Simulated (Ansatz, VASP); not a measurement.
## CdTe: VASP beside Ansatz

POSCAR

```
CdTe
1.0
    0.0000000000      3.2471758892      3.2471758892
    3.2471758892      0.0000000000      3.2471758892
    3.2471758892      3.2471758892      0.0000000000
Cd Te
1 1
Direct
    0.0000000000      0.0000000000      0.0000000000
    0.7500000000      0.7500000000      0.7500000000
```

The input INCAR.step1:

```
ALGO = Normal ; EDIFF = 1E-4
ENCUT = 520 ; GGA = PE
ISMEAR = -1 ; LASPH = T
LCHARG = F ; LREAL = F
LWAVE = T ; NBANDS = 16
NELM = 100 ; PREC = Accurate
SIGMA = 0.08
```

INCAR.step2

```
ALGO = Normal ; EDIFF = 1E-8
ENCUT = 520 ; ISIF = 2
ISMEAR = -1 ; ISTART = 1
LASPH = T ; LCHARG = F
LEFG = T ; LMIXTAU = T
LREAL = F ; LWAVE = F
METAGGA = R2SCAN ; NBANDS = 16
NELM = 100 ; PREC = Accurate
SIGMA = 0.08
```

The input KPOINTS:

```
k-points
0
Gamma
  10 10 10
```

Input for Ansatz:

```yaml
crystal:
  lattice:
    - [0.0, 3.2471758892, 3.2471758892]
    - [3.2471758892, 0.0, 3.2471758892]
    - [3.2471758892, 3.2471758892, 0.0]
  atoms:
    - { symbol: Cd, position: [0.0, 0.0, 0.0] }
    - { symbol: Te, position: [0.75, 0.75, 0.75] }
kpoints:
  mp_grid: { grid: [10, 10, 10] }
scf:
  occupations: { method: fermi_dirac, width: 0.08 }
hamiltonian:
  xc: r2scan
  pseudopotentials: { kind: paw }
output:
  forces: true
  stress: true
  eigenvalues: true
  efg: { contact_densities: true }
```

Change from the starting cell: functional r2scan, volume scaled by 1.04, PAW files.

Alike in both runs: task electric field gradients; functional r2SCAN; k mesh 10 × 10 × 10; occupations fermi-dirac, width 0.08 eV; no spin polarisation.

```csv
,VASP,Ansatz
version,VASP 6.6.1,Ansatz 0.2.0
potentials or method,"VASP PAW PBE potentials, release 64 (Cd, Te)","PAW with Ansatz's default frozen-core files, scalar-relativistic"
plane-wave cutoff (eV),520,500
valence electrons in the cell,18,36
```

```csv
,VASP,Ansatz,Ansatz less VASP
pressure (GPa),1.4,1.3,-0.11
Vzz of the field gradient on the site that differs most (V/Å²),0.0,0.0,0.00
```

With one functional, cell and mesh, what is left measures potentials, basis and numerics. The two sets of potentials don't hold the same shells in valence. Ansatz warned: «gradients_without_spin_orbit».

Caveats: the PAW data sets were made with another functional, which shifts forces and pressure a little (VASP); spin-orbit coupling is left out, which moves the levels of the heavy elements.
